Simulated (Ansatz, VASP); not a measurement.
Two plane-wave programs on AlRu

```
Al Ru
1.0
     2.09708    1.21075    1.74810
    -2.09708    1.21075    1.74810
     0.00000   -2.42150    1.74810
Al Ru
1 1
Direct
  0.00000 0.00000 0.00000
  0.50000 0.50000 0.50000
```

Change from the starting cell: the structure that the rattled cell fell into.

Alike in both runs: task single point; functional PBE; k mesh 6 × 6 × 6; occupations gaussian, width 0.1 eV; no spin polarisation.

```csv
,VASP,Ansatz
version,VASP 6.6.1,Ansatz 0.2.0
potentials or method,"VASP PAW PBE potentials, release 64 (Al, Ru_pv)","scalar-relativistic, plane waves, PAW"
plane-wave cutoff (eV),520,420
valence electrons in the cell,17,19
```

```tsv
	VASP	Ansatz	Ansatz less VASP
gap on the k mesh at the Fermi level (eV)	none	none	-
pressure (GPa)	3.7	3.8	+0.04
largest component of the traceless stress (GPa)	3.41	3.41	-0.003
```

A gap of «none» marks a metal or a gap that the smearing closes. The two sets of potentials don't hold the same shells in valence.
